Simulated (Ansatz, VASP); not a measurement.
BN in VASP and in Ansatz

```
B N
1.0
    -0.13593    1.87583    1.81239
     1.81239   -0.13593    1.81239
     1.67646    1.73990    0.00000
B N
1 1
Direct
  0.00000 0.00000 0.00000
  0.75000 0.75000 0.75000
```

Change from the starting cell: engineering shear strain xz -0.1500, normal strain along z +0.0350.

Alike in both runs: task single point; functional PBE; k mesh 12 × 12 × 12; occupations gaussian, width 0.05 eV; no spin polarisation.

|  | VASP | Ansatz |
| --- | --- | --- |
| version | VASP 6.6.1 | Ansatz 0.2.0 |
| potentials or method | VASP PAW PBE potentials, release 64 (B, N) | scalar-relativistic, plane waves, PAW |
| plane-wave cutoff (eV) | 520 | 520 |
| valence electrons in the cell | 8 | 8 |

|  | VASP | Ansatz | Ansatz less VASP |
| --- | --- | --- | --- |
| gap on the k mesh at the Fermi level (eV) | 3.00 | 3.01 | +0.008 |
| least direct gap on the mesh (eV) | 6.03 | 6.03 | -0.004 |
| pressure (GPa) | -2.6 | -2.8 | -0.17 |
| largest component of the traceless stress (GPa) | 59.97 | 59.62 | -0.352 |
| rms of the force components (eV/Å) | 0.027 | 0.015 | -0.0116 |

Atom by atom the forces differ by 0.012 eV/Å (rms over components). With one functional, cell and mesh, what is left measures potentials, basis and numerics.

A k mesh can miss the band edges.
